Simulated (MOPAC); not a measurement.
# PM7 on Cu3N: a test of settings

Aim: start from a run with usual settings and see what each changed setting does to the results.

The COD entry's cell or inner coordinates are ideal or old and differ from later refinements, so a difference from it is no clean test against experiment.

Program: MOPAC 23.2.5. Level of theory: PM7, atoms fixed, no spin polarisation. These are calculated values, not measurements.

## 1. The system as given

Symmetry: Pm-3m, No. 221, cubic system. Conventional cell: a = 3.789 Å, b = 3.789 Å, c = 3.789 Å, α = 90.00°, β = 90.00°, γ = 90.00°. Cu (site symmetry 4/mmm) is surrounded by 2 N at 1.89 Å. Around N (site symmetry m-3m) lie 6 Cu at 1.89 Å.

As a file:

```
Cu N
1.0
     3.78937    0.00000    0.00000
     0.00000    3.78937    0.00000
     0.00000    0.00000    3.78937
Cu N
3 1
Direct
  0.50000 0.00000 0.00000
  0.00000 0.50000 0.00000
  0.00000 0.00000 0.50000
  0.00000 0.00000 0.00000
```

## 2. The reference run

The gap of PM6 and PM7 is a difference of Hartree-Fock-like orbital energies, with no screening; it often comes out too large, and it hangs on the parameters.

The input, run.mop:

```
PM7 1SCF GRADIENTS AUX(PRECISION=6) THREADS=1
crystal as a cluster of 3x3x3 conventional cells

Cu 1.894685 1 0.000000 1 0.000000 1
Cu 0.000000 1 1.894685 1 0.000000 1
Cu 0.000000 1 0.000000 1 1.894685 1
N 0.000000 1 0.000000 1 0.000000 1
Cu 1.894685 1 0.000000 1 3.789370 1
Cu 0.000000 1 1.894685 1 3.789370 1
Cu 0.000000 1 0.000000 1 5.684055 1
N 0.000000 1 0.000000 1 3.789370 1
Cu 1.894685 1 0.000000 1 7.578740 1
Cu 0.000000 1 1.894685 1 7.578740 1
Cu 0.000000 1 0.000000 1 9.473425 1
N 0.000000 1 0.000000 1 7.578740 1
Cu 1.894685 1 3.789370 1 0.000000 1
Cu 0.000000 1 5.684055 1 0.000000 1
Cu 0.000000 1 3.789370 1 1.894685 1
N 0.000000 1 3.789370 1 0.000000 1
Cu 1.894685 1 3.789370 1 3.789370 1
Cu 0.000000 1 5.684055 1 3.789370 1
Cu 0.000000 1 3.789370 1 5.684055 1
N 0.000000 1 3.789370 1 3.789370 1
Cu 1.894685 1 3.789370 1 7.578740 1
Cu 0.000000 1 5.684055 1 7.578740 1
Cu 0.000000 1 3.789370 1 9.473425 1
N 0.000000 1 3.789370 1 7.578740 1
Cu 1.894685 1 7.578740 1 0.000000 1
Cu 0.000000 1 9.473425 1 0.000000 1
Cu 0.000000 1 7.578740 1 1.894685 1
N 0.000000 1 7.578740 1 0.000000 1
Cu 1.894685 1 7.578740 1 3.789370 1
Cu 0.000000 1 9.473425 1 3.789370 1
Cu 0.000000 1 7.578740 1 5.684055 1
N 0.000000 1 7.578740 1 3.789370 1
Cu 1.894685 1 7.578740 1 7.578740 1
Cu 0.000000 1 9.473425 1 7.578740 1
Cu 0.000000 1 7.578740 1 9.473425 1
N 0.000000 1 7.578740 1 7.578740 1
Cu 5.684055 1 0.000000 1 0.000000 1
Cu 3.789370 1 1.894685 1 0.000000 1
Cu 3.789370 1 0.000000 1 1.894685 1
N 3.789370 1 0.000000 1 0.000000 1
Cu 5.684055 1 0.000000 1 3.789370 1
Cu 3.789370 1 1.894685 1 3.789370 1
Cu 3.789370 1 0.000000 1 5.684055 1
N 3.789370 1 0.000000 1 3.789370 1
Cu 5.684055 1 0.000000 1 7.578740 1
Cu 3.789370 1 1.894685 1 7.578740 1
Cu 3.789370 1 0.000000 1 9.473425 1
N 3.789370 1 0.000000 1 7.578740 1
Cu 5.684055 1 3.789370 1 0.000000 1
Cu 3.789370 1 5.684055 1 0.000000 1
Cu 3.789370 1 3.789370 1 1.894685 1
N 3.789370 1 3.789370 1 0.000000 1
Cu 5.684055 1 3.789370 1 3.789370 1
Cu 3.789370 1 5.684055 1 3.789370 1
Cu 3.789370 1 3.789370 1 5.684055 1
N 3.789370 1 3.789370 1 3.789370 1
Cu 5.684055 1 3.789370 1 7.578740 1
Cu 3.789370 1 5.684055 1 7.578740 1
Cu 3.789370 1 3.789370 1 9.473425 1
N 3.789370 1 3.789370 1 7.578740 1
Cu 5.684055 1 7.578740 1 0.000000 1
Cu 3.789370 1 9.473425 1 0.000000 1
Cu 3.789370 1 7.578740 1 1.894685 1
N 3.789370 1 7.578740 1 0.000000 1
Cu 5.684055 1 7.578740 1 3.789370 1
Cu 3.789370 1 9.473425 1 3.789370 1
Cu 3.789370 1 7.578740 1 5.684055 1
N 3.789370 1 7.578740 1 3.789370 1
Cu 5.684055 1 7.578740 1 7.578740 1
Cu 3.789370 1 9.473425 1 7.578740 1
Cu 3.789370 1 7.578740 1 9.473425 1
N 3.789370 1 7.578740 1 7.578740 1
Cu 9.473425 1 0.000000 1 0.000000 1
Cu 7.578740 1 1.894685 1 0.000000 1
Cu 7.578740 1 0.000000 1 1.894685 1
N 7.578740 1 0.000000 1 0.000000 1
Cu 9.473425 1 0.000000 1 3.789370 1
Cu 7.578740 1 1.894685 1 3.789370 1
Cu 7.578740 1 0.000000 1 5.684055 1
N 7.578740 1 0.000000 1 3.789370 1
Cu 9.473425 1 0.000000 1 7.578740 1
Cu 7.578740 1 1.894685 1 7.578740 1
Cu 7.578740 1 0.000000 1 9.473425 1
N 7.578740 1 0.000000 1 7.578740 1
Cu 9.473425 1 3.789370 1 0.000000 1
Cu 7.578740 1 5.684055 1 0.000000 1
Cu 7.578740 1 3.789370 1 1.894685 1
N 7.578740 1 3.789370 1 0.000000 1
Cu 9.473425 1 3.789370 1 3.789370 1
Cu 7.578740 1 5.684055 1 3.789370 1
Cu 7.578740 1 3.789370 1 5.684055 1
N 7.578740 1 3.789370 1 3.789370 1
Cu 9.473425 1 3.789370 1 7.578740 1
Cu 7.578740 1 5.684055 1 7.578740 1
Cu 7.578740 1 3.789370 1 9.473425 1
N 7.578740 1 3.789370 1 7.578740 1
Cu 9.473425 1 7.578740 1 0.000000 1
Cu 7.578740 1 9.473425 1 0.000000 1
Cu 7.578740 1 7.578740 1 1.894685 1
N 7.578740 1 7.578740 1 0.000000 1
Cu 9.473425 1 7.578740 1 3.789370 1
Cu 7.578740 1 9.473425 1 3.789370 1
Cu 7.578740 1 7.578740 1 5.684055 1
N 7.578740 1 7.578740 1 3.789370 1
Cu 9.473425 1 7.578740 1 7.578740 1
Cu 7.578740 1 9.473425 1 7.578740 1
Cu 7.578740 1 7.578740 1 9.473425 1
N 7.578740 1 7.578740 1 7.578740 1
Tv 11.368110 1 0.000000 1 0.000000 1
Tv 0.000000 1 11.368110 1 0.000000 1
Tv 0.000000 1 0.000000 1 11.368110 1
```

Started as:

```bash
mopac run.mop
```

The program printed (excerpt; [...] marks lines left out):

```text
[...]
          CARTESIAN COORDINATES
    NO.       ATOM           X           Y           Z
     1        Cu          1.8947      0.0000      0.0000
     2        Cu          0.0000      1.8947      0.0000
     3        Cu          0.0000      0.0000      1.8947
     4         N          0.0000      0.0000      0.0000
     5        Cu          1.8947      0.0000      3.7894
     6        Cu          0.0000      1.8947      3.7894
     7        Cu          0.0000      0.0000      5.6841
     8         N          0.0000      0.0000      3.7894
     9        Cu          1.8947      0.0000      7.5787
    10        Cu          0.0000      1.8947      7.5787
    11        Cu          0.0000      0.0000      9.4734
[...]
           Empirical Formula: N27 Cu81  =   108 atoms
[...]
     SCF FIELD WAS ACHIEVED
[...]
                                                       MOPAC v23.2.5 Linux
          FINAL HEAT OF FORMATION =       2376.43478 KCAL/MOL =    9943.00313 KJ/MOL
          H.o.F. per unit cell    =         88.01610 KCAL, for 27 unit cells, unit cell = N1 Cu3
          GRADIENT NORM           =       1055.11162          =       101.52817 PER ATOM
          IONIZATION POTENTIAL    =          8.455109 EV
          HOMO LUMO ENERGIES (EV) =         -8.455 -5.381
          NO. OF FILLED LEVELS    =        513
          MOLECULAR WEIGHT        =       5525.4069         POINT GROUP:  C3v
          VOLUME OF UNIT CELL     =       1469.145 CUBIC ANGSTROMS
          DENSITY                 =          6.245 GRAMS/CC
                              A   =         11.368 ANGSTROMS
                              B   =         11.368 ANGSTROMS
                              C   =         11.368 ANGSTROMS
[...]
              NET ATOMIC CHARGES AND DIPOLE CONTRIBUTIONS
  ATOM NO.   TYPE          CHARGE      No. of ELECS.   s-Pop       p-Pop       d-Pop
    1         Cu           0.398736       10.6013     0.54104     0.11015     9.95007
    2         Cu           0.399089       10.6009     0.54101     0.11013     9.94977
    3         Cu           0.399488       10.6005     0.54096     0.11011     9.94944
    4          N          -1.197451        6.1975     1.70252     4.49493
    5         Cu           0.399140       10.6009     0.54102     0.11013     9.94971
    6         Cu           0.399513       10.6005     0.54098     0.11012     9.94939
    7         Cu           0.399566       10.6004     0.54090     0.11011     9.94943
    8          N          -1.197637        6.1976     1.70257     4.49507
    9         Cu           0.398414       10.6016     0.54107     0.11016     9.95036
   10         Cu           0.398787       10.6012     0.54103     0.11014     9.95004
   11         Cu           0.400140       10.5999     0.54082     0.11009     9.94895
   12          N          -1.197127        6.1971     1.70245     4.49468
[...]
 * JOB ENDED NORMALLY *
[...]
```

Run time: 3.6 min. Hardware: 1 thread of Arm Neoverse V1, shared host; peak memory 0.19 GiB.

Gap 3.07 eV. The 108 atoms of the cluster fold only a few k-points onto the zone centre, so gap and energy may not be converged in the cluster's size. The energy is far off (a heat of formation of +22 kcal/mol an atom): the parameters don't suit this compound.

## 3. Change: method = RM1

Edit run.mop of step 2 so:

```diff
@@ -1,2 +1,2 @@
-PM7 1SCF GRADIENTS AUX(PRECISION=6) THREADS=1
+RM1 1SCF GRADIENTS AUX(PRECISION=6) THREADS=1
 crystal as a cluster of 3x3x3 conventional cells
```

Started as:

```bash
mopac run.mop
```

The program printed:

```text
[... start of the log left out ...]
   100         N          7.5787      7.5787      0.0000
   101        Cu          9.4734      7.5787      3.7894
   102        Cu          7.5787      9.4734      3.7894
   103        Cu          7.5787      7.5787      5.6841
   104         N          7.5787      7.5787      3.7894
   105        Cu          9.4734      7.5787      7.5787
   106        Cu          7.5787      9.4734      7.5787
   107        Cu          7.5787      7.5787      9.4734
   108         N          7.5787      7.5787      7.5787

  N: (RM1): G.B. ROCHA, R.O. FREIRE, A.M.SIMAS, J.J.P. STEWART, J. COMP. CHEM. 27, 1101 (2006)
 DATA ARE NOT AVAILABLE FOR ELEMENT NO. 29

          SOME ELEMENTS HAVE BEEN SPECIFIED FOR WHICH
          NO PARAMETERS ARE AVAILABLE.  CALCULATION STOPPED.

          Parameters for some elements are missing

           Empirical Formula: N27 Cu81  =   108 atoms

 ******************************************************************************
 *                                                                            *
 *     Error and normal termination messages reported in this calculation     *
 *                                                                            *
 * Parameters for some elements are missing                                   *
 * JOB ENDED NORMALLY                                                         *
 *                                                                            *
 ******************************************************************************

 TOTAL JOB TIME:             0.00 SECONDS

 == MOPAC DONE ==
```

Run time: 0.05 s. Hardware: 1 thread of Arm Neoverse V1, shared host; peak memory 0.014 GiB.

The program refused the job: «Parameters for some elements are missing».

## 4. Change: CUTOFP = 40

Edit run.mop of step 3 so:

```diff
@@ -1,2 +1,2 @@
-RM1 1SCF GRADIENTS AUX(PRECISION=6) THREADS=1
+PM7 1SCF CUTOFP=40 GRADIENTS AUX(PRECISION=6) THREADS=1
 crystal as a cluster of 3x3x3 conventional cells
```

Started as:

```bash
mopac run.mop
```

The program printed (excerpt; [...] marks lines left out):

```text
[...]
           Empirical Formula: N27 Cu81  =   108 atoms
[...]
     SCF FIELD WAS ACHIEVED
[...]
                                                       MOPAC v23.2.5 Linux
          FINAL HEAT OF FORMATION =       2374.67605 KCAL/MOL =    9935.64461 KJ/MOL
          H.o.F. per unit cell    =         87.95096 KCAL, for 27 unit cells, unit cell = N1 Cu3
          GRADIENT NORM           =       1063.16973          =       102.30356 PER ATOM
          IONIZATION POTENTIAL    =          8.461623 EV
          HOMO LUMO ENERGIES (EV) =         -8.462 -5.385
          NO. OF FILLED LEVELS    =        513
          MOLECULAR WEIGHT        =       5525.4069         POINT GROUP:  C3v
          VOLUME OF UNIT CELL     =       1469.145 CUBIC ANGSTROMS
          DENSITY                 =          6.245 GRAMS/CC
                              A   =         11.368 ANGSTROMS
                              B   =         11.368 ANGSTROMS
                              C   =         11.368 ANGSTROMS
[...]
              NET ATOMIC CHARGES AND DIPOLE CONTRIBUTIONS
  ATOM NO.   TYPE          CHARGE      No. of ELECS.   s-Pop       p-Pop       d-Pop
    1         Cu           0.399053       10.6009     0.54090     0.11011     9.94993
    2         Cu           0.399396       10.6006     0.54087     0.11010     9.94964
    3         Cu           0.399787       10.6002     0.54082     0.11008     9.94931
    4          N          -1.198365        6.1984     1.70265     4.49571
    5         Cu           0.399448       10.6006     0.54088     0.11010     9.94957
    6         Cu           0.399812       10.6002     0.54084     0.11008     9.94926
    7         Cu           0.399866       10.6001     0.54076     0.11007     9.94930
    8          N          -1.198543        6.1985     1.70270     4.49585
    9         Cu           0.398730       10.6013     0.54093     0.11012     9.95022
   10         Cu           0.399094       10.6009     0.54089     0.11011     9.94991
   11         Cu           0.400430       10.5996     0.54069     0.11005     9.94883
   12          N          -1.198040        6.1980     1.70258     4.49546
[...]
 * JOB ENDED NORMALLY *
[...]
```

Wall time 3.6 min (1 thread of Arm Neoverse V1, shared host); peak memory 0.19 GiB.

Against the reference run the gap moves by 0.00 eV and the energy by -0.7 meV/atom. The energy is far off (a heat of formation of +22 kcal/mol an atom): the parameters don't suit this compound.

## 5. Change: method = MNDOD

Edit run.mop of step 4 so:

```diff
@@ -1,2 +1,2 @@
-PM7 1SCF CUTOFP=40 GRADIENTS AUX(PRECISION=6) THREADS=1
+MNDOD 1SCF GRADIENTS AUX(PRECISION=6) THREADS=1
 crystal as a cluster of 3x3x3 conventional cells
```

Started as:

```bash
mopac run.mop
```

The program printed:

```text
[... start of the log left out ...]
   100         N          7.5787      7.5787      0.0000
   101        Cu          9.4734      7.5787      3.7894
   102        Cu          7.5787      9.4734      3.7894
   103        Cu          7.5787      7.5787      5.6841
   104         N          7.5787      7.5787      3.7894
   105        Cu          9.4734      7.5787      7.5787
   106        Cu          7.5787      9.4734      7.5787
   107        Cu          7.5787      7.5787      9.4734
   108         N          7.5787      7.5787      7.5787

  N: (MNDO): M.J.S. DEWAR, W. THIEL, J. AM. CHEM. SOC., 99, 4899, (1977)
 DATA ARE NOT AVAILABLE FOR ELEMENT NO. 29

          SOME ELEMENTS HAVE BEEN SPECIFIED FOR WHICH
          NO PARAMETERS ARE AVAILABLE.  CALCULATION STOPPED.

          Parameters for some elements are missing

           Empirical Formula: N27 Cu81  =   108 atoms

 ******************************************************************************
 *                                                                            *
 *     Error and normal termination messages reported in this calculation     *
 *                                                                            *
 * Parameters for some elements are missing                                   *
 * JOB ENDED NORMALLY                                                         *
 *                                                                            *
 ******************************************************************************

 TOTAL JOB TIME:             0.00 SECONDS

 == MOPAC DONE ==
```

Wall time 0.05 s (1 thread of Arm Neoverse V1, shared host); peak memory 0.014 GiB.

The program refused the job: «Parameters for some elements are missing».

## 6. Change: method = MNDO

Edit run.mop of step 5 so:

```diff
@@ -1,2 +1,2 @@
-MNDOD 1SCF GRADIENTS AUX(PRECISION=6) THREADS=1
+MNDO 1SCF GRADIENTS AUX(PRECISION=6) THREADS=1
 crystal as a cluster of 3x3x3 conventional cells
```

Started as:

```bash
mopac run.mop
```

The program printed:

```text
[... start of the log left out ...]
   100         N          7.5787      7.5787      0.0000
   101        Cu          9.4734      7.5787      3.7894
   102        Cu          7.5787      9.4734      3.7894
   103        Cu          7.5787      7.5787      5.6841
   104         N          7.5787      7.5787      3.7894
   105        Cu          9.4734      7.5787      7.5787
   106        Cu          7.5787      9.4734      7.5787
   107        Cu          7.5787      7.5787      9.4734
   108         N          7.5787      7.5787      7.5787

  N: (MNDO): M.J.S. DEWAR, W. THIEL, J. AM. CHEM. SOC., 99, 4899, (1977)
 DATA ARE NOT AVAILABLE FOR ELEMENT NO. 29

          SOME ELEMENTS HAVE BEEN SPECIFIED FOR WHICH
          NO PARAMETERS ARE AVAILABLE.  CALCULATION STOPPED.

          Parameters for some elements are missing

           Empirical Formula: N27 Cu81  =   108 atoms

 ******************************************************************************
 *                                                                            *
 *     Error and normal termination messages reported in this calculation     *
 *                                                                            *
 * Parameters for some elements are missing                                   *
 * JOB ENDED NORMALLY                                                         *
 *                                                                            *
 ******************************************************************************

 TOTAL JOB TIME:             0.01 SECONDS

 == MOPAC DONE ==
```

Run time: 0.05 s. Hardware: 1 thread of Arm Neoverse V1, shared host; peak memory 0.014 GiB.

The program refused the job: «Parameters for some elements are missing».

## 7. Change: CHARGE = 2

Edit run.mop of step 6 so:

```diff
@@ -1,2 +1,2 @@
-MNDO 1SCF GRADIENTS AUX(PRECISION=6) THREADS=1
+PM7 1SCF CHARGE=2 GRADIENTS AUX(PRECISION=6) THREADS=1
 crystal as a cluster of 3x3x3 conventional cells
```

Started as:

```bash
mopac run.mop
```

The program printed:

```text
[... start of the log left out ...]
                              PM7 CALCULATION RESULTS

 *******************************************************************************
 *  PM7        - The PM7 Hamiltonian to be used
 *
 *
 *
 *                 CHARGE ON SYSTEM = +2
 *
 *
 *

          INFINITE SYSTEMS MUST HAVE A ZERO CHARGE ON THE UNIT CELL

          Unit cell has a charge. Correct fault and re-submit
 *
 *  Errors detected in keywords.  Job stopped here to avoid wasting time.
 *
 *******************************************************************************

 ******************************************************************************
 *                                                                            *
 *     Error and normal termination messages reported in this calculation     *
 *                                                                            *
 * Unit cell has a charge. Correct fault and re-submit                        *
 * JOB ENDED NORMALLY                                                         *
 *                                                                            *
 ******************************************************************************

 TOTAL JOB TIME:             0.00 SECONDS

 == MOPAC DONE ==
```

Wall time 0.05 s (1 thread of Arm Neoverse V1, shared host); peak memory 0.014 GiB.

The program refused the job: «Unit cell has a charge. Correct fault and re-submit».

## 8. Change: cluster = 1x1x1

The input, run.mop:

```
PM7 1SCF GRADIENTS AUX(PRECISION=6) THREADS=1
crystal as a cluster of 1x1x1 conventional cells

Cu 1.894685 1 0.000000 1 0.000000 1
Cu 0.000000 1 1.894685 1 0.000000 1
Cu 0.000000 1 0.000000 1 1.894685 1
N 0.000000 1 0.000000 1 0.000000 1
Tv 3.789370 1 0.000000 1 0.000000 1
Tv 0.000000 1 3.789370 1 0.000000 1
Tv 0.000000 1 0.000000 1 3.789370 1
```

Started as:

```bash
mopac run.mop
```

The program printed:

```text
[... start of the log left out ...]
     3        Cu          0.0000      0.0000      1.8947
     4         N          0.0000      0.0000      0.0000

 General Reference for PM7:
 "Optimization of Parameters for Semiempirical Methods VI: More Modifications to the
 NDDO Approximations and Re-optimization of Parameters", J. J. P. Stewart, J. Mol. Mod., 1:32, 19 (2013)

           Empirical Formula: N Cu3  =     4 atoms

          Translation vector length 1:    3.789 Angstroms
          Translation vector length 2:    3.789 Angstroms
          Translation vector length 3:    3.789 Angstroms

          Distance between faces 2 and 3 is unreasonably small: 3.789 Angstroms, min: 4.000
          Distance between faces 1 and 3 is unreasonably small: 3.789 Angstroms, min: 4.000
          Distance between faces 1 and 2 is unreasonably small: 3.789 Angstroms, min: 4.000

          One or more translation vectors are unreasonably small
          To over-ride this safety check, add keyword 'GEO-OK'

 ******************************************************************************
 *                                                                            *
 *     Error and normal termination messages reported in this calculation     *
 *                                                                            *
 * One or more translation vectors are unreasonably small                     *
 * JOB ENDED NORMALLY                                                         *
 *                                                                            *
 ******************************************************************************

 TOTAL JOB TIME:             0.00 SECONDS

 == MOPAC DONE ==
```

Wall time 0.05 s (1 thread of Arm Neoverse V1, shared host); peak memory 0.014 GiB.

The program refused the job.

## 9. What moved

| change | ends | gap (eV) | energy (meV/atom) | pressure (GPa) | time |
| --- | --- | --- | --- | --- | --- |
| none | converged | 3.07 | 0 | – | 3.6 min |
| method = RM1 | refused | – | – | – | 0.05 s |
| CUTOFP = 40 | converged | 0.00 | -0.7 | – | 3.6 min |
| method = MNDOD | refused | – | – | – | 0.05 s |
| method = MNDO | refused | – | – | – | 0.05 s |
| CHARGE = 2 | refused | – | – | – | 0.05 s |
| cluster = 1x1x1 | refused | – | – | – | 0.05 s |

The first row holds values, the others changes from it. Keys are the program's: temperature in eV (tblite) or K (CP2K), cutoffs in Ry, CUTOFP in Å. CUTOFP = 40 moves the energy by -0.7 meV/atom. 5 of the 6 changes gave no result. The changed runs test settings; they are no properties of the crystal.
